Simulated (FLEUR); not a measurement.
# Hf (P6_3/mmc) in FLEUR: further runs

Runs on Hf. Level: r2SCAN. Tasks: band structure, equation of state.

All numbers are computed with FLEUR MaX-R8.1 (later development tree); they aren't measurements. Logs are shortened: lines on timing, memory, paths and dates and some standing lists are left out, and cuts for length are marked.

## (1) The crystal as given

The structure is hexagonal, space group P6_3/mmc (No. 194). The conventional cell has a = 3.197 Å, b = 3.197 Å, c = 5.058 Å, α = 90.00°, β = 90.00°, γ = 120.00°. Hf (site symmetry -6m2) is surrounded by 12 Hf at 3.13 to 3.20 Å.

## (2) Band structure, r2SCAN

The input, inp.xml:

```xml
<?xml version="1.0" encoding="UTF-8" standalone="no"?>
<fleurInput fleurInputVersion="0.39">
   <comment>
      Hf                                                                                                  
   </comment>
   <calculationSetup>
      <cutoffs Kmax="4.1" Gmax="12.7" GmaxXC="12.7" numbands="0"/>
      <scfLoop itmax="80" minDistance="0.0001" maxIterBroyd="30" imix="Anderson" alpha="0.05" precondParam="0.0" spinf="2.0" sdNocoIR="T"/>
      <coreElectrons ctail="F" frcor="F" kcrel="0" coretail_lmax="0"/>
      <xcFunctional name="LibXC" relativisticCorrections="F">
         <LibXCName exchange="mgga_x_r2scan" correlation="mgga_c_r2scan"/>
         <AuxGGA exchange="117" correlation="130"/>
      </xcFunctional>
      <magnetism jspins="1"/>
      <soc l_soc="F" theta="0.0" phi="0.0" spav="F"/>
      <expertModes spex="0" secvar="F"/>
      <geometryOptimization l_f="F" forcealpha="1.0" forcemix="BFGS" epsdisp="0.00001" epsforce="0.00001"/>
      <ldaU l_linMix="F" mixParam="0.05" spinf="1.0"/>
   </calculationSetup>
   <cell>
      <bzIntegration valenceElectrons="52.0" mode="hist" fermiSmearingEnergy="0.00183747">
         <kPointListSelection listName="default-1"/>
         <!-- k-points included here -->
         <xi:include xmlns:xi="http://www.w3.org/2001/XInclude" href="kpts.xml"> </xi:include>
      </bzIntegration>
      <!-- symmetry operations included here -->
      <xi:include xmlns:xi="http://www.w3.org/2001/XInclude" href="sym.xml"> </xi:include>
      <bulkLattice scale="1.0">
         <bravaisMatrix>
            <row-1>    6.0408875025088191     0.0000000000000000     0.0000000000000000</row-1>
            <row-2>   -3.0204437512544096     5.2315620386186819     0.0000000000000000</row-2>
            <row-3>    0.0000000000000000     0.0000000000000000     9.5578567930018803</row-3>
         </bravaisMatrix>
      </bulkLattice>
   </cell>
   <atomSpecies>
      <species name="Hafnium (Hf)" element="Hf" atomicNumber="72">
         <mtSphere radius="2.66" gridPoints="879" logIncrement="0.015"/>
         <atomicCutoffs lmax="10" lnonsphr="10"/>
         <electronConfig flipSpins="F">
            <coreConfig>(1s1/2) (2s1/2) (2p1/2) (2p3/2) (3s1/2) (3p1/2) (3p3/2) (4s1/2) (3d3/2) (3d5/2) (4p1/2) (4p3/2) (4d3/2) (4d5/2)</coreConfig>
            <valenceConfig>(5s1/2) (5p1/2) (5p3/2) (6s1/2) (4f5/2) (4f7/2) (5d3/2) (5d5/2)</valenceConfig>
            <stateOccupation state="(5d3/2)" spinUp="0.400000" spinDown="0.400000"/>
            <stateOccupation state="(5d5/2)" spinUp="0.600000" spinDown="0.600000"/>
         </electronConfig>
         <energyParameters s="6" p="6" d="5" f="4"/>
         <lo type="SCLO" l="0" n="5" eDeriv="0"/>
         <lo type="SCLO" l="1" n="5" eDeriv="0"/>
         <lo type="SCLO" l="2" n="5" eDeriv="2"/>
         <lo type="SCLO" l="3" n="4" eDeriv="2"/>
      </species>
   </atomSpecies>
   <atomGroups>
      <atomGroup species="Hafnium (Hf)">
         <relPos label="                   1">-1.000/3.000 1.000/3.000 -1.000/4.000</relPos>
         <relPos label="                   2">1.000/3.000 -1.000/3.000 1.000/4.000</relPos>
         <force calculate="T" relaxXYZ="TTT"/>
      </atomGroup>
   </atomGroups>
   <output dos="F" band="F" slice="F">
      <checks vchk="F" cdinf="F"/>
      <bandDOS minEnergy="-.5*Htr" maxEnergy="0.5*Htr" sigma="0.015" storeEVData="T"/>
      <vacuumDOS vacdos="F" integ="F" star="F" nstars="0" locx1="0.0" locy1="0.0" locx2="0.0" locy2="0.0" nstm="0" tworkf="0.0"/>
      <unfoldingBand unfoldBand="F" supercellX="1" supercellY="1" supercellZ="1"/>
      <plotting iplot="0" polar="F">
         <plot TwoD="T" vec1="  1.0  0.0  0.0" vec2="  0.0  1.0  0.0" vec3="  0.0  0.0  1.0" zero="  0.0  0.0  0.0" file="plot"/>
      </plotting>
      <chargeDensitySlicing numkpt="0" minEigenval="0.0" maxEigenval="0.0" nnne="0" pallst="F"/>
      <specialOutput eonly="F"/>
      <moessbauerParams electricFieldGradient="T" isomerShift="T" coreHyperfine="T" valenceHyperfine="T"/>
      <magneticCircularDichroism mcd="F" energyLo="-10.0" energyUp="0.0"/>
   </output>
  <!-- We include the file relax.xml here to enable relaxations (see documentation) -->
  <xi:include xmlns:xi="http://www.w3.org/2001/XInclude" href="relax.xml"> <xi:fallback/> </xi:include>
</fleurInput>
```

The input, crystal.txt:

```
Hf
&input cartesian=F /
3.1967000000  0.0000000000  0.0000000000
-1.5983500000  2.7684234083  0.0000000000
0.0000000000  0.0000000000  5.0578000000
1.8897261246
1.0 1.0 1.0

2
72 0.6666666666  0.3333333332  0.7500000000
72 0.3333333332  0.6666666666  0.2500000000

&kpt div1=10 div2=10 div3=5 gamma=T /
```

The input, inp.xml (bands):

```
<?xml version="1.0" encoding="UTF-8" standalone="no"?>
<fleurInput fleurInputVersion="0.39">
   <comment>
      Hf                                                                                                  
   </comment>
   <calculationSetup>
      <cutoffs Kmax="4.1" Gmax="12.7" GmaxXC="12.7" numbands="0"/>
      <scfLoop itmax="80" minDistance="0.0001" maxIterBroyd="30" imix="Anderson" alpha="0.05" precondParam="0.0" spinf="2.0" sdNocoIR="T"/>
      <coreElectrons ctail="F" frcor="F" kcrel="0" coretail_lmax="0"/>
      <xcFunctional name="LibXC" relativisticCorrections="F">
         <LibXCName exchange="mgga_x_r2scan" correlation="mgga_c_r2scan"/>
         <AuxGGA exchange="117" correlation="130"/>
      </xcFunctional>
      <magnetism jspins="1"/>
      <soc l_soc="F" theta="0.0" phi="0.0" spav="F"/>
      <expertModes spex="0" secvar="F"/>
      <geometryOptimization l_f="F" forcealpha="1.0" forcemix="BFGS" epsdisp="0.00001" epsforce="0.00001"/>
      <ldaU l_linMix="F" mixParam="0.05" spinf="1.0"/>
   </calculationSetup>
   <cell>
      <bzIntegration valenceElectrons="52.0" mode="hist" fermiSmearingEnergy="0.00183747">
         <kPointListSelection listName="path-1"/>
         <!-- k-points included here -->
         <xi:include xmlns:xi="http://www.w3.org/2001/XInclude" href="kpts.xml"> </xi:include>
      </bzIntegration>
      <!-- symmetry operations included here -->
      <xi:include xmlns:xi="http://www.w3.org/2001/XInclude" href="sym.xml"> </xi:include>
      <bulkLattice scale="1.0">
         <bravaisMatrix>
            <row-1>    6.0408875025088191     0.0000000000000000     0.0000000000000000</row-1>
            <row-2>   -3.0204437512544096     5.2315620386186819     0.0000000000000000</row-2>
            <row-3>    0.0000000000000000     0.0000000000000000     9.5578567930018803</row-3>
         </bravaisMatrix>
      </bulkLattice>
   </cell>
   <atomSpecies>
      <species name="Hafnium (Hf)" element="Hf" atomicNumber="72">
         <mtSphere radius="2.66" gridPoints="879" logIncrement="0.015"/>
         <atomicCutoffs lmax="10" lnonsphr="10"/>
         <electronConfig flipSpins="F">
            <coreConfig>(1s1/2) (2s1/2) (2p1/2) (2p3/2) (3s1/2) (3p1/2) (3p3/2) (4s1/2) (3d3/2) (3d5/2) (4p1/2) (4p3/2) (4d3/2) (4d5/2)</coreConfig>
            <valenceConfig>(5s1/2) (5p1/2) (5p3/2) (6s1/2) (4f5/2) (4f7/2) (5d3/2) (5d5/2)</valenceConfig>
            <stateOccupation state="(5d3/2)" spinUp="0.400000" spinDown="0.400000"/>
            <stateOccupation state="(5d5/2)" spinUp="0.600000" spinDown="0.600000"/>
         </electronConfig>
         <energyParameters s="6" p="6" d="5" f="4"/>
         <lo type="SCLO" l="0" n="5" eDeriv="0"/>
         <lo type="SCLO" l="1" n="5" eDeriv="0"/>
         <lo type="SCLO" l="2" n="5" eDeriv="2"/>
         <lo type="SCLO" l="3" n="4" eDeriv="2"/>
      </species>
   </atomSpecies>
   <atomGroups>
      <atomGroup species="Hafnium (Hf)">
         <relPos label="                   1">-1.000/3.000 1.000/3.000 -1.000/4.000</relPos>
         <relPos label="                   2">1.000/3.000 -1.000/3.000 1.000/4.000</relPos>
         <force calculate="T" relaxXYZ="TTT"/>
      </atomGroup>
   </atomGroups>
   <output dos="F" band="T" slice="F">
      <checks vchk="F" cdinf="F"/>
      <bandDOS minEnergy="-.5*Htr" maxEnergy="0.5*Htr" sigma="0.015" storeEVData="T"/>
      <vacuumDOS vacdos="F" integ="F" star="F" nstars="0" locx1="0.0" locy1="0.0" locx2="0.0" locy2="0.0" nstm="0" tworkf="0.0"/>
      <unfoldingBand unfoldBand="F" supercellX="1" supercellY="1" supercellZ="1"/>
      <plotting iplot="0" polar="F">
         <plot TwoD="T" vec1="  1.0  0.0  0.0" vec2="  0.0  1.0  0.0" vec3="  0.0  0.0  1.0" zero="  0.0  0.0  0.0" file="plot"/>
      </plotting>
      <chargeDensitySlicing numkpt="0" minEigenval="0.0" maxEigenval="0.0" nnne="0" pallst="F"/>
      <specialOutput eonly="F"/>
      <moessbauerParams electricFieldGradient="T" isomerShift="T" coreHyperfine="T" valenceHyperfine="T"/>
      <magneticCircularDichroism mcd="F" energyLo="-10.0" energyUp="0.0"/>
   </output>
  <!-- We include the file relax.xml here to enable relaxations (see documentation) -->
  <xi:include xmlns:xi="http://www.w3.org/2001/XInclude" href="relax.xml"> <xi:fallback/> </xi:include>
</fleurInput>
```

Potentials or basis: all-electron, FLAPW.

Command:

```sh
> inpgen -f crystal.txt -profile fastHighL
> # inp.xml edited to the form shown
> fleur_MPI
> fleur_MPI   # second run, on inp.xml (bands)
```

What it wrote:

```text
Welcome to FLEUR        (www.flapw.de)
      MaX-Release 8.1          (www.max-centre.eu)
 func_ids         498         497         498         497
 MetaGGA potential functional detected - V_tau will be computed
 Auxiliary Potential for radial basis: exchange=         117  correlation=         130
The functional 'Re-regularized SCAN exchange by Furness et al' is an exchange functional, it belongs to the 'MGGA' family and is defined in the reference(s):
[1] J. W. Furness, A. D. Kaplan, J. Ning, J. P. Perdew, and J. Sun.,  J. Phys. Chem. Lett. 11, 8208-8215 (2020)
[2] J. W. Furness, A. D. Kaplan, J. Ning, J. P. Perdew, and J. Sun.,  J. Phys. Chem. Lett. 11, 9248-9248 (2020)
The functional 'Re-regularized SCAN correlation by Furness et al' is a correlation functional, it belongs to the 'MGGA' family and is defined in the reference(s):
[1] J. W. Furness, A. D. Kaplan, J. Ning, J. P. Perdew, and J. Sun.,  J. Phys. Chem. Lett. 11, 8208-8215 (2020)
[2] J. W. Furness, A. D. Kaplan, J. Ning, J. P. Perdew, and J. Sun.,  J. Phys. Chem. Lett. 11, 9248-9248 (2020)
 Using same functional for VXC and EXC

 ========== k-point set info ==========
 Selected k-point list: default-1
 k-point list type: mesh
 10 x 10 x 5
 Number of k points: 42

 ------------Calculation Setup---------------------------
 Number of MPI-tasks      :            1
 Number of PE/node        :            1
 Number of OMP-threads    :            1
 Most efficient MPI parallelization for:
           1           2           3           6           7          14          21          42
 Additional eigenvalue parallelization possible
 Number of basis functions:          420
 Approximate size of matrices (H+S) per k-point:         0.003 GB
 --------------------------------------------------------
The functional 'Hammer, Hansen, and Norskov' is an exchange functional, it belongs to the 'GGA' family and is defined in the reference(s):
[1] B. Hammer, L. B. Hansen, and J. K. Nørskov.,  Phys. Rev. B 59, 7413 (1999)
The functional 'Perdew, Burke & Ernzerhof' is a correlation functional, it belongs to the 'GGA' family and is defined in the reference(s):
[1] J. P. Perdew, K. Burke, and M. Ernzerhof.,  Phys. Rev. Lett. 77, 3865 (1996)
[2] J. P. Perdew, K. Burke, and M. Ernzerhof.,  Phys. Rev. Lett. 78, 1396 (1997)
 Using same functional for VXC and EXC
 Using auxiliary GGA potential for the first iteration of MetaGGA calculation.
 Reset of history
 Reset of history
 Iteration:     1   Distance:      47.77746680 me/bohr^3
The functional 'Hammer, Hansen, and Norskov' is an exchange functional, it belongs to the 'GGA' family and is defined in the reference(s):
[1] B. Hammer, L. B. Hansen, and J. K. Nørskov.,  Phys. Rev. B 59, 7413 (1999)
The functional 'Perdew, Burke & Ernzerhof' is a correlation functional, it belongs to the 'GGA' family and is defined in the reference(s):
[1] J. P. Perdew, K. Burke, and M. Ernzerhof.,  Phys. Rev. Lett. 77, 3865 (1996)
[2] J. P. Perdew, K. Burke, and M. Ernzerhof.,  Phys. Rev. Lett. 78, 1396 (1997)
 Using same functional for VXC and EXC
 Iteration:     2   Distance:      45.25693651 me/bohr^3
The functional 'Hammer, Hansen, and Norskov' is an exchange functional, it belongs to the 'GGA' family and is defined in the reference(s):
[1] B. Hammer, L. B. Hansen, and J. K. Nørskov.,  Phys. Rev. B 59, 7413 (1999)
The functional 'Perdew, Burke & Ernzerhof' is a correlation functional, it belongs to the 'GGA' family and is defined in the reference(s):
[1] J. P. Perdew, K. Burke, and M. Ernzerhof.,  Phys. Rev. Lett. 77, 3865 (1996)
[2] J. P. Perdew, K. Burke, and M. Ernzerhof.,  Phys. Rev. Lett. 78, 1396 (1997)
 Using same functional for VXC and EXC
 Iteration:     3   Distance:      42.96421184 me/bohr^3
The functional 'Hammer, Hansen, and Norskov' is an exchange functional, it belongs to the 'GGA' family and is defined in the reference(s):
[1] B. Hammer, L. B. Hansen, and J. K. Nørskov.,  Phys. Rev. B 59, 7413 (1999)
The functional 'Perdew, Burke & Ernzerhof' is a correlation functional, it belongs to the 'GGA' family and is defined in the reference(s):
[1] J. P. Perdew, K. Burke, and M. Ernzerhof.,  Phys. Rev. Lett. 77, 3865 (1996)
[2] J. P. Perdew, K. Burke, and M. Ernzerhof.,  Phys. Rev. Lett. 78, 1396 (1997)
 Using same functional for VXC and EXC
 Iteration:     4   Distance:       3.25464864 me/bohr^3
The functional 'Hammer, Hansen, and Norskov' is an exchange functional, it belongs to the 'GGA' family and is defined in the reference(s):
[1] B. Hammer, L. B. Hansen, and J. K. Nørskov.,  Phys. Rev. B 59, 7413 (1999)
The functional 'Perdew, Burke & Ernzerhof' is a correlation functional, it belongs to the 'GGA' family and is defined in the reference(s):
[1] J. P. Perdew, K. Burke, and M. Ernzerhof.,  Phys. Rev. Lett. 77, 3865 (1996)
[2] J. P. Perdew, K. Burke, and M. Ernzerhof.,  Phys. Rev. Lett. 78, 1396 (1997)
 Using same functional for VXC and EXC
 Iteration:     5   Distance:       1.09910896 me/bohr^3
The functional 'Hammer, Hansen, and Norskov' is an exchange functional, it belongs to the 'GGA' family and is defined in the reference(s):
[... 39 lines left out ...]
 Using same functional for VXC and EXC
 Iteration:    11   Distance:       0.00525302 me/bohr^3
The functional 'Hammer, Hansen, and Norskov' is an exchange functional, it belongs to the 'GGA' family and is defined in the reference(s):
[1] B. Hammer, L. B. Hansen, and J. K. Nørskov.,  Phys. Rev. B 59, 7413 (1999)
The functional 'Perdew, Burke & Ernzerhof' is a correlation functional, it belongs to the 'GGA' family and is defined in the reference(s):
[1] J. P. Perdew, K. Burke, and M. Ernzerhof.,  Phys. Rev. Lett. 77, 3865 (1996)
[2] J. P. Perdew, K. Burke, and M. Ernzerhof.,  Phys. Rev. Lett. 78, 1396 (1997)
 Using same functional for VXC and EXC
 Iteration:    12   Distance:       0.00059738 me/bohr^3
The functional 'Hammer, Hansen, and Norskov' is an exchange functional, it belongs to the 'GGA' family and is defined in the reference(s):
[1] B. Hammer, L. B. Hansen, and J. K. Nørskov.,  Phys. Rev. B 59, 7413 (1999)
The functional 'Perdew, Burke & Ernzerhof' is a correlation functional, it belongs to the 'GGA' family and is defined in the reference(s):
[1] J. P. Perdew, K. Burke, and M. Ernzerhof.,  Phys. Rev. Lett. 77, 3865 (1996)
[2] J. P. Perdew, K. Burke, and M. Ernzerhof.,  Phys. Rev. Lett. 78, 1396 (1997)
 Using same functional for VXC and EXC
 Iteration:    13   Distance:       0.00057560 me/bohr^3
The functional 'Hammer, Hansen, and Norskov' is an exchange functional, it belongs to the 'GGA' family and is defined in the reference(s):
[1] B. Hammer, L. B. Hansen, and J. K. Nørskov.,  Phys. Rev. B 59, 7413 (1999)
The functional 'Perdew, Burke & Ernzerhof' is a correlation functional, it belongs to the 'GGA' family and is defined in the reference(s):
[1] J. P. Perdew, K. Burke, and M. Ernzerhof.,  Phys. Rev. Lett. 77, 3865 (1996)
[2] J. P. Perdew, K. Burke, and M. Ernzerhof.,  Phys. Rev. Lett. 78, 1396 (1997)
 Using same functional for VXC and EXC
 Iteration:    14   Distance:       0.00007407 me/bohr^3

 ********************************************************************
 Run finished successfully
 Stop message:
   all done
 ********************************************************************
```

Wall time 50 s (1 thread of Arm Neoverse V2, shared host); peak memory 0.09 GiB.

Results:

```
Free energy                                           : -821601.0812 eV
Band gap along the path                               : none (metal or under the smearing width)
Valence electrons inside the program's atomic spheres : Hf 24.04 (radii Hf 2.66 bohr)
```

Levels at the corners of the path, in eV from the Fermi level:
```
point  band 24  band 25  band 26  band 27  band 28  band 29
    Γ    -3.85     0.44     1.32     1.32     1.62     2.19
    M    -2.86    -2.33    -1.00     0.93     0.96     1.81
    K    -1.95    -1.95    -1.58     0.44     0.44     2.24
    Γ    -3.85     0.44     1.32     1.32     1.62     2.19
    A    -5.68     0.15     0.15     1.22     1.22     1.22
    L    -3.53    -1.03    -1.03     1.11     1.11     2.88
    H    -1.75    -1.57    -1.57    -0.33    -0.33     2.77
    A    -5.68     0.15     0.15     1.22     1.22     1.22
    L    -3.53    -1.03    -1.03     1.11     1.11     2.88
    M    -2.86    -2.33    -1.00     0.93     0.96     1.81
    K    -1.95    -1.95    -1.58     0.44     0.44     2.24
    H    -1.75    -1.57    -1.57    -0.33    -0.33     2.77
```

Core levels (eV from the Fermi level):
```
atom                                                                                                                                                                                                          levels
1 Hf  1s1/2 -65198.8, 2s1/2 -11138.7, 2p1/2 -10636.2, 2p3/2 -9444.3, 3s1/2 -2533.9, 3p1/2 -2311.5, 3p3/2 -2056.1, 4s1/2 -506.3, 3d3/2 -1680.5, 3d5/2 -1624.8, 4p1/2 -415.3, 4p3/2 -356.9, 4d3/2 -207.4, 4d5/2 -196.7
2 Hf  1s1/2 -65198.8, 2s1/2 -11138.7, 2p1/2 -10636.2, 2p3/2 -9444.3, 3s1/2 -2533.9, 3p1/2 -2311.5, 3p3/2 -2056.1, 4s1/2 -506.3, 3d3/2 -1680.5, 3d5/2 -1624.8, 4p1/2 -415.3, 4p3/2 -356.9, 4d3/2 -207.4, 4d5/2 -196.7
```

Caveat: the meta-GGA is that of a development version, with a GGA for the radial functions and cores and without core tails; spin-orbit coupling is left out, which moves the levels of the heavy elements.

## (3) Equation of state, r2SCAN, 21.04 Å³/atom (volume scaled by 0.94)

inp.xml: that of step 2 with these lines changed.

```diff
@@ -27,3 +27,3 @@
       <xi:include xmlns:xi="http://www.w3.org/2001/XInclude" href="sym.xml"> </xi:include>
-      <bulkLattice scale="1.0">
+      <bulkLattice scale="0.9795861087">
          <bravaisMatrix>
```

Potentials or basis: all-electron, FLAPW.

Command:

```sh
> inpgen -f crystal.txt -profile fastHighL
> # inp.xml edited to the form shown
> fleur_MPI
```

Wall time 38 s (1 thread of Arm Neoverse V2, shared host); peak memory 0.09 GiB.

The run converged. Its results:

```
Free energy                                           : -821601.0283 eV
Band gap on the k mesh                                : none (metal or under the smearing width)
Valence electrons inside the program's atomic spheres : Hf 24.16 (radii Hf 2.66 bohr)
```

Caveat: the meta-GGA is that of a development version, with a GGA for the radial functions and cores and without core tails.

## (4) Equation of state, r2SCAN, 21.49 Å³/atom (volume scaled by 0.96)

inp.xml: that of step 3 with these lines changed.

```diff
@@ -27,3 +27,3 @@
       <xi:include xmlns:xi="http://www.w3.org/2001/XInclude" href="sym.xml"> </xi:include>
-      <bulkLattice scale="0.9795861087">
+      <bulkLattice scale="0.9864848297">
          <bravaisMatrix>
```

Command:

```sh
> inpgen -f crystal.txt -profile fastHighL
> # inp.xml edited to the form shown
> fleur_MPI
```

Wall time 42 s (1 thread of Arm Neoverse V2, shared host); peak memory 0.09 GiB.

The run converged. Its results:

```
Free energy                                           : -821601.0599 eV
Band gap on the k mesh                                : none (metal or under the smearing width)
Valence electrons inside the program's atomic spheres : Hf 24.12 (radii Hf 2.66 bohr)
```

Caveat: the meta-GGA is that of a development version, with a GGA for the radial functions and cores and without core tails.

(Part 1 of 2 ends here.)
